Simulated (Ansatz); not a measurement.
The system is Al.

```
Al
1.0
     0.00000    2.02481    2.02481
     2.02481    0.00000    2.02481
     2.02481    2.02481    0.00000
Al
1
Direct
  0.00000 0.00000 0.00000
```

Base run:

```yaml
Program: Ansatz 0.2.0
Functional: PBE
Potentials_or_basis: SSSP efficiency PAW
Cutoff: 408 eV
Density_cutoff: 4082 eV
k_mesh: 11 × 11 × 11
Occupations: fermi-dirac, width 0.05 eV
Spin: no spin polarisation
```

Its results: band gap on the k mesh none (metal or under the smearing width); pressure -0.5 GPa.

Question: The run is repeated on the same cell with these changes: potentials or basis from SSSP efficiency PAW to Ansatz PAW; cutoff from 408 eV to 420 eV (not typed: the program's choice for these potentials); k mesh from 11 × 11 × 11 to 5 × 5 × 5. What comes out?

Answer: Band gap on the k mesh none (metal or under the smearing width); pressure 1.4 GPa.

Caveats: some runs use coarse meshes.
